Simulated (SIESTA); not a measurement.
The system is NbP.

```
CELL_PARAMETERS angstrom
-1.67492 1.67492 5.74011
1.67492 -1.67492 5.74011
1.67492 1.67492 -5.74011
ATOMIC_POSITIONS crystal
Nb 0.24988 0.74988 0.50000
Nb 0.49988 0.49988 0.00000
P 0.83275 0.33275 0.50000
P 0.08275 0.08275 0.00000
```

The cell is a database's computed one.

Base run:

* Program: SIESTA 5.4.2
* Functional: vdW-DF-cx
* Potentials or basis: PseudoDojo 0.4 standard (PBE files)
* Basis: DZP (energy shift 0.003 Ry; two zetas on semicore shells)
* Grid cutoff: 800 Ry
* Energy shift: 0.003 Ry
* k mesh: 11 × 11 × 11
* Occupations: fermi-dirac, width 0.05 eV
* Spin: no spin polarisation

Its results: band gap on the k mesh none (metal or under the smearing width); pressure -2.4 GPa; largest force 0.028 eV/Å.

Task: The run is repeated on the same cell with these changes: functional from vdW-DF-cx to BLYP. What comes out?

Result: Band gap on the k mesh none (metal or under the smearing width); pressure 9.7 GPa; largest force 0.015 eV/Å.

Caveats: the potentials were made for another functional, which shifts forces and pressure; the basis of atomic orbitals isn't converged, which shifts pressures, moduli and gaps.
